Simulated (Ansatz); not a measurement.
The cell is COD entry 9008878, as deposited and not checked against the literature; nothing was relaxed. It differs from other determinations. The listed cell was then made from it by scaling, straining or moving an atom.

ZnS: DFT, PBEsol, all-electron PAW with datasets made for the crystal, scalar-relativistic (Ansatz 0.2.0). What sets it apart from a plain run of this crystal: volume scaled by 0.98.

Command: `ansatz run input.yaml --threads 1 --pin off --max-ram 6144MiB --backend cpu --events-out ev --progress --plain --runs-dir out` The run took 5.6 s on 1 thread of AMD EPYC 9R45 96-Core Processor (Zen 5), on a shared host, peak memory 0.69 GiB.

```yaml
crystal:
  lattice:
    - [3.7854208379, 0.0, 0.0]
    - [-1.892710419, 3.2782706096, 0.0]
    - [0.0, 0.0, 6.1921598132]
  atoms:
    - { symbol: Zn, position: [0.3333333333, 0.6666666667, 0.0] }
    - { symbol: Zn, position: [0.6666666667, 0.3333333333, 0.5] }
    - { symbol: S, position: [0.3333333333, 0.6666666667, 0.385] }
    - { symbol: S, position: [0.6666666667, 0.3333333333, 0.885] }
kpoints:
  mp_grid: { grid: [8, 8, 5] }
scf:
  occupations: { method: fermi_dirac, width: 0.03 }
hamiltonian:
  xc: pbesol
  pseudopotentials: { kind: all_electron, datasets: crystal }
output:
  forces: true
  stress: true
  eigenvalues: true
  efg: { contact_densities: true }
```

Output (standing set-up lines are left out):

```
hamiltonian.pseudopotentials.datasets: crystal makes datasets for this crystal and solves the spheres of its atoms anew in each pass: cutoff 300.0 eV, the density's 1200.0 eV; for an error of 0.50 meV an atom under PBE, 2.0 meV for the cell; an energy difference from a run of another recipe may be off by several times the error for the cell, under r2SCAN by more, where some 0.1 meV an atom stays at smaller errors; S in spheres of 1.042 Å, 6 of its electrons in bands; Zn in spheres of 1.254 Å, 12 of its electrons in bands, 8 on its site; only band paths and densities of states list, in semicore columns, the levels of the semicore shells that are solved separately: 3s of Zn, 3p of Zn
Crystal: 4 atoms, lattice volume = 76.842 Å³
Basis set: ecut = 300 eV, 917 PW (Γ), exchange–correlation on 48×48×72 points (8 copies of the dense FFT grid, shifted against one another)
PAW one-centre angular grid: Zn, 590 points (default); XC on its mesh's 1893 points in the sphere
PAW one-centre angular grid: S, 110 points (default); XC on its mesh's 1897 points in the sphere
iter 1 solved again at ethr=6.62e-3 eV; its pass at ethr=1.00e-1 eV (dr2=2.38e0 eV) is discarded
SCF iter   1: F=—  HF=-119364.756283 eV  |F-HF|=—  |Δ(HF+E_count)|=         —  Δρ=4.33e-2  dr2=2.27e0  ethr=6.62e-3  ⟨swp⟩=2.6  Hψ=3371  notcnv=0
preconditioner: auto → Resta (q_TF=auto, 2.404 Å⁻¹)  ε∞=7.4  [insulator: Δε(μ)=2.363 eV  Ē_g=10.064 eV  σ=0.030 eV  W_gap=1.00  n_scr=22 (ndim 8)  ℏωp=25.4 eV  f_vac=0.006  D(μ)=0.00/eV (n_scr^D=0)  ε∞_Penn≈7.4]
SCF iter   2: F=—  HF=-119364.237524 eV  |F-HF|=—  |Δ(HF+E_count)|=   5.19e-1  Δρ=2.07e-2  dr2=3.95e-1  ethr=6.30e-3  ⟨swp⟩=3.0  Hψ=1533  notcnv=0  defer=1
SCF iter   3: F=—  HF=-119364.187440 eV  |F-HF|=—  |Δ(HF+E_count)|=   5.01e-2  Δρ=1.29e-2  dr2=1.27e-1  ethr=1.10e-3  ⟨swp⟩=3.4  Hψ=1873  notcnv=0  defer=5
iter 4 solved again at ethr=2.61e-5 eV; its pass at ethr=3.52e-4 eV (dr2=9.40e-3 eV) is discarded
SCF iter   4: F=—  HF=-119364.109707 eV  |F-HF|=—  |Δ(HF+E_count)|=   7.77e-2  Δρ=4.30e-3  dr2=9.40e-3  ethr=2.61e-5  ⟨swp⟩=2.1  Hψ=3399  notcnv=0  defer=1
SCF iter   5: F=—  HF=-119364.109577 eV  |F-HF|=—  |Δ(HF+E_count)|=   1.31e-4  Δρ=1.48e-3  dr2=1.55e-3  ethr=2.61e-5  ⟨swp⟩=2.1  Hψ=1320  notcnv=0  defer=1
SCF iter   6: F=—  HF=-119364.112269 eV  |F-HF|=—  |Δ(HF+E_count)|=   2.69e-3  Δρ=3.43e-4  dr2=1.26e-4  ethr=4.30e-6  ⟨swp⟩=3.2  Hψ=1546  notcnv=0  defer=1
SCF iter   7: F=—  HF=-119364.112323 eV  |F-HF|=—  |Δ(HF+E_count)|=   5.49e-5  Δρ=1.35e-4  dr2=2.32e-5  ethr=3.51e-7  ⟨swp⟩=3.0  Hψ=1369  notcnv=0
SCF iter   8: F=—  HF=-119364.112353 eV  |F-HF|=—  |Δ(HF+E_count)|=   2.92e-5  Δρ=3.83e-5  dr2=1.17e-6  ethr=6.44e-8  ⟨swp⟩=3.0  Hψ=1490  notcnv=0
SCF iter   9: F=—  HF=-119364.112355 eV  |F-HF|=—  |Δ(HF+E_count)|=   1.87e-6  Δρ=1.16e-5  dr2=1.21e-7  ethr=3.25e-9  ⟨swp⟩=3.0  Hψ=1570  notcnv=0  defer=1
SCF iter  10: F=-119364.112355 eV  HF=-119364.112355 eV  |F-HF|=2.15e-9  |Δ(HF+E_count)|=   3.31e-8  Δρ=3.01e-6  dr2=7.13e-9  ethr=3.35e-10  ⟨swp⟩=3.0  Hψ=1695  notcnv=0
SCF 1 converged in 10 iterations: F = -119364.112352 eV  dr2 = 7.13e-9
  Residual-converged pass: ⟨swp⟩=3.0  Hψ=1435  notcnv=0  max |occ|·‖R‖ = 6.5e-6 eV (tolerance 6.7e-6 eV)  dr2=7.20e-9  dr2_onsite=9.52e-9  max |Δocc| = 2.6e-21
  greatest PAW one-centre occupation: 0.974 electrons in one spin orbital (limit 2), on the Zn atom at site 1 (counted from 0), in its partial waves of l = 2
SCF converged after 10 iterations
Free energy (F): -119364.112352 eV
Harris-Foulkes:  -119364.112352 eV  (|F-HF|=2.15e-9)
Internal energy: -119364.112352 eV  (E = F + TS)
E sigma→0 (E₀):  -119364.112352 eV
Past the cutoff: the bands carry plane waves up to 1.75 times it, of which those up to 1.5 times it add -0.000192 eV an atom, each by itself; the spheres take 0.000246 eV an atom off the energy for waves past 1.75 times it
By the cutoff:   a pressure is off by up to 0.007 GPa (1.2 times the spheres' own share and the shells' term, over an atom's volume, and 0.004 GPa: a bound that held against runs at twice the plane waves)
Past the cutoffs: a stress includes 0.0019 GPa for waves and charges beyond them, in addition to the slope of what the spheres take
In the spheres:  the bands' charges fall short by 1.9e-6 e at most (sound up to 1e-3), those of shells solved beside the bands by 1.6e-8 e (sound up to 5e-4)
Fermi energy:    8.716868 eV
--- Per-component energies (eV) ---
  The terms above E_closure are by the made datasets' own strengths, without shells solved beside the bands.
--- Forces (eV/Å), atoms counted from 1 ---
  atom   1  Zn     0.00000000     0.00000000     0.33093830
  atom   2  Zn     0.00000000    -0.00000000     0.33093830
  atom   3  S     -0.00000000     0.00000000    -0.33093878
  atom   4  S     -0.00000000    -0.00000000    -0.33093878
  max |Σ_I F_I| component: 9.61e-7 eV/Å
--- Stress (GPa, compression-positive) ---
        0.957764      -0.000000       0.000000
        0.000000       0.957764       0.000000
        0.000000       0.000000      -1.167322
  P = ⅓ Tr σ = 0.2494 GPa (2.494 kbar)
  It holds what live shells' own plane waves past their cutoff add
--- PAW observables at the nuclei: V_zz in 10²¹ V/m², potentials from the cell's mean, atoms counted from 1 ---
  atom   1  Zn V_zz =    +1.813590   η = 0.0000   by run symmetry: allowed
            electrostatic potential = -3940.081227 V   contact ρ = 166337.990788 e/Å³
  atom   2  Zn V_zz =    +1.813590   η = 0.0000   by run symmetry: allowed
            electrostatic potential = -3940.081227 V   contact ρ = 166337.990788 e/Å³
  atom   3  S  V_zz =    -0.541180   η = 0.0000   by run symmetry: allowed
            electrostatic potential = -1631.667409 V   contact ρ = 19715.738615 e/Å³
  atom   4  S  V_zz =    -0.541180   η = 0.0000   by run symmetry: allowed
            electrostatic potential = -1631.667409 V   contact ρ = 19715.738615 e/Å³
--- Band table (eV; the first three rows and the last of 30) ---
  k-point 0: bands = ["-5.7499", "-4.7711", "1.1114", "1.1114", "1.1772", "1.1772", "1.1889", "1.6141", "1.6141", "1.7002", "1.7002", "1.8507", "2.2475", "6.7051", "6.7051", "7.5905", "7.5905", "7.5977", "9.8050", "10.5147"]
  k-point 1: bands = ["-5.6699", "-4.8816", "1.1152", "1.1152", "1.1683", "1.1683", "1.1819", "1.4917", "1.6244", "1.6244", "1.6941", "1.6941", "2.9426", "6.7832", "6.7832", "6.7981", "7.4987", "7.4987", "10.4795", "10.6236"]
  k-point 2: bands = ["-5.4494", "-5.1504", "1.1275", "1.1275", "1.1477", "1.1477", "1.1829", "1.2553", "1.6492", "1.6492", "1.6759", "1.6759", "4.0935", "5.4396", "6.9935", "6.9935", "7.2662", "7.2662", "10.9111", "11.0905"]
  k-point 29: bands = ["-4.5229", "-4.4765", "1.2415", "1.2930", "1.3067", "1.3723", "1.4884", "1.4918", "1.6249", "1.6274", "1.9417", "1.9923", "2.6437", "2.7811", "4.2828", "4.7820", "6.0510", "6.2956", "11.9308", "12.2717"]
```
